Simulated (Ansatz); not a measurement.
SnSe2 in Ansatz: the effect of functional

The system is SnSe2.

```xyz
3
Lattice="3.7854 0.0000 0.0000 -1.8927 3.2783 0.0000 0.0000 0.0000 6.0948" Properties=species:S:1:pos:R:3 pbc="T T T"
Sn    0.0000    0.0000    0.0000
Se    1.8927    1.0928    4.5772
Se    0.0000    2.1855    1.5176
```

The cell isn't the ideal one: volume scaled by 0.98.

Alike in all runs:

- Program: Ansatz 0.2.0
- Task: single point
- Potentials or basis: Ansatz PAW
- k mesh: 8 × 8 × 5
- Occupations: fermi-dirac, width 0.05 eV
- Spin: no spin polarisation

```tsv
functional	cutoff	gap on the mesh (eV)	pressure (GPa)	largest force (eV/Å)
LDA	420 eV (not typed: the program's choice for these potentials)	?	?	?
r2SCAN	500 eV (not typed: the program's choice for these potentials)	1.13	5.3	0.73
PBE	420 eV (not typed: the program's choice for these potentials)	0.84	7.3	1.00
```

Problem. What does the run with functional LDA give?

Solution. gap on the mesh 0.70 eV; pressure 2.3 GPa; largest force 0.68 eV/Å.

Caveats: odd divisions of the mesh miss points on the zone boundary, where band edges often lie, so the gap on the mesh can be too wide; spin-orbit coupling is left out, which moves the levels of the heavy elements; the PAW data sets come from PBE, with cores solved anew for the run's functional, which leaves a small shift of forces and pressure (some runs); this functional lacks dispersion, which binds the layers, so the pressure and a relaxed spacing across them are unreliable (some runs).

A k mesh can miss the band edges.
